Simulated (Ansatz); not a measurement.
# Two-dimensional strain map in KMgF3

These are results of DFT PBE, scalar-relativistic, plane waves, PAW (Ansatz 0.2.0), not measurements. The runs took a 420 eV cutoff, a Γ-centred 6×6×6 mesh and Gaussian smearing (0.05 eV). No spin polarisation. Energies are free energies at this smearing, counted from the undisturbed cell; pressure is positive in compression.

Zero of the scan (as given, not relaxed at this level; it stands at 3.8 GPa, and it needn't be the usual structure):

```yaml
crystal:
  lattice:
    - [3.98590, 0.00000, 0.00000]
    - [0.00000, 3.98590, 0.00000]
    - [0.00000, 0.00000, 3.98590]
  atoms:
    - { symbol: K, position: [0.50000, 0.50000, 0.50000] }
    - { symbol: Mg, position: [0.00000, 0.00000, 0.00000] }
    - { symbol: F, position: [0.50000, 0.00000, 0.00000] }
    - { symbol: F, position: [0.00000, 0.50000, 0.00000] }
    - { symbol: F, position: [0.00000, 0.00000, 0.50000] }
```

The cell is strained by p along both x and y and by q along z, fractional coordinates fixed. Points are written (p, q).

Energy above the undisturbed cell in meV/atom (a dash: not computed):

| p \ q | -0.080 | -0.040 | 0.000 | 0.040 | 0.080 |
| --- | --- | --- | --- | --- | --- |
| -0.080 | 313.1 | 229.7 | 179.3 | 151.9 | 140.4 |
| -0.040 | 154.6 | 88.1 | 52.3 | 37.6 | 37.0 |
| 0.000 | 74.9 | 23.0 | 0.0 | -3.5 | 5.7 |
| 0.040 | 49.4 | 9.8 | -2.1 | 4.1 | 22.1 |
| 0.080 | 61.0 | 31.9 | 29.3 | 44.0 | 69.7 |

Pressure in GPa:

| p \ q | -0.080 | -0.040 | 0.000 | 0.040 | 0.080 |
| --- | --- | --- | --- | --- | --- |
| -0.080 | 39.0 | 30.8 | 24.7 | 20.1 | 16.6 |
| -0.040 | 23.5 | 16.9 | 12.0 | 8.5 | 5.8 |
| 0.000 | 13.1 | 7.7 | 3.8 | 1.0 | -1.1 |
| 0.040 | 6.1 | 1.6 | -1.6 | -3.8 | -5.4 |
| 0.080 | 1.4 | -2.3 | -5.0 | -6.8 | -8.0 |

Gap on the k-mesh in eV:

| p \ q | -0.080 | -0.040 | 0.000 | 0.040 | 0.080 |
| --- | --- | --- | --- | --- | --- |
| -0.080 | 9.54 | 9.05 | 8.60 | 8.18 | 7.80 |
| -0.040 | 8.69 | 8.33 | 7.94 | 7.58 | 7.26 |
| 0.000 | 7.95 | 7.63 | 7.33 | 7.02 | 6.74 |
| 0.040 | 7.32 | 7.03 | 6.76 | 6.50 | 6.25 |
| 0.080 | 6.77 | 6.51 | 6.26 | 6.02 | 5.79 |